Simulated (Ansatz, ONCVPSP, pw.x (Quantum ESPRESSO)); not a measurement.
Equation-of-state test of one ONCV potential (W)

```
Element                 : W (Z = 74)
Generator               : ONCVPSP 4.0.1.1 (patched build)
Type                    : optimised norm-conserving Vanderbilt (ONCV)
Functional              : PBE
Relativity              : scalar-relativistic
Frozen core             : [Xe] 4f14
Valence charge          : 6
Reference configuration : 5d4 (charge +2)
Partial waves           : s scattering state at 0.36 Ha: rc 2.10 bohr, ncon 4, nbas 8, qcut 2.5 1/bohr, 2 projectors, debl 3.3 Ha; p scattering state at 0.19 Ha: rc 2.20 bohr, ncon 4, nbas 8, qcut 3.8 1/bohr, 2 projectors, debl 3.3 Ha; 5d: rc 2.55 bohr, ncon 3, nbas 8, qcut 5.2 1/bohr, 2 projectors, debl 1.2 Ha; f scattering state at 0.17 Ha: rc 2.35 bohr, ncon 4, nbas 9, qcut 4.2 1/bohr, 1 projector
Local potential         : polynomial inside 2.00 bohr (lpopt 5, dvloc0 1 Ha)
Core correction         : Teter function fitted to the true core (icmod 2), fcfact 0.2
```

In the s channel the program set the typed energies aside and used 0.050, 3.350 Ha. In the p channel the program set the typed energies aside and used 0.050, 3.350 Ha.

Atomic tests: cutoffs needed: 10 Ha and 12 Ha (the cutoffs (Ha) at which the residual kinetic energy of the hardest occupied pseudo-wave falls to 1 and 0.1 mHa per electron); ghost test: ghosts flagged at negative energy: p at -81.1 eV (a further GHOST(-) flag falls on a real empty level of the atom); GHOST(+) flagged for s at 57.6 eV; a true bound ghost makes a file unfit for plane-wave use; largest excitation error: +275 meV (all-electron minus pseudo) for 5d4 6s2, out of 4 test configurations.

Crystal test: fcc W in pw.x 7.5, no spin, 14³ k-points, Fermi–Dirac smearing 0.01 Ry, cutoffs 50/200 Ry. The reference is all-electron LAPW (Ansatz 0.2.0) with the same functional, mesh and smearing; V0 and B0 come from Birch–Murnaghan fits to the pressures at five volumes. Errors are pseudo minus all-electron; Δ is the rms difference of the E(V) curves that follow from these fits, minima aligned, over ±6 % about the mean V0. Mesh and smearing are coarse, so the numbers serve the comparison and aren't converged zero-temperature values; the lattice is a test structure that the element need not adopt.

All-electron: a0 = 4.039 Å (V0 = 16.47 Å³/atom), B0 = 280.9 GPa.

Q: How far does the potential miss the all-electron equation of state?

A: converged, but broken (pressure over 100 GPa off). The pressure does not cross zero within the volumes sampled, so no fit is given. The pseudo pressure rises with volume over the whole range, a mechanical instability. Note: ghosts flagged at negative energy: p at -81.1 eV (a further GHOST(-) flag falls on a real empty level of the atom); GHOST(+) flagged for s at 57.6 eV. A true bound ghost makes a file unfit for plane-wave use. A pressure error of this size marks a broken potential; the numbers have no physical meaning.

```csv
V (Å³/atom),P all-electron (GPa),P pseudo (GPa)
15.654,15.90,-214.14
16.066,7.42,-207.10
16.478,-0.06,-201.41
16.890,-6.66,-196.22
17.302,-12.47,-192.51
```

Q: At the middle volume, how do free energy and pressure move when the wave cutoff is lowered (ecutrho kept at four times it)?

A:

| cutoff (Ry) | shift of F (meV/atom) | shift of P (GPa) |
| --- | --- | --- |
| 22 | +81000.7 | -216.17 |
| 30 | +30358.7 | -1085.81 |
| 40 | +2602.7 | +168.80 |

The run at the middle volume (104 k-points, 8 iterations) took about 14 s on one core of a shared host (Neoverse-N1, 64 threads, 124 GiB, load 50).
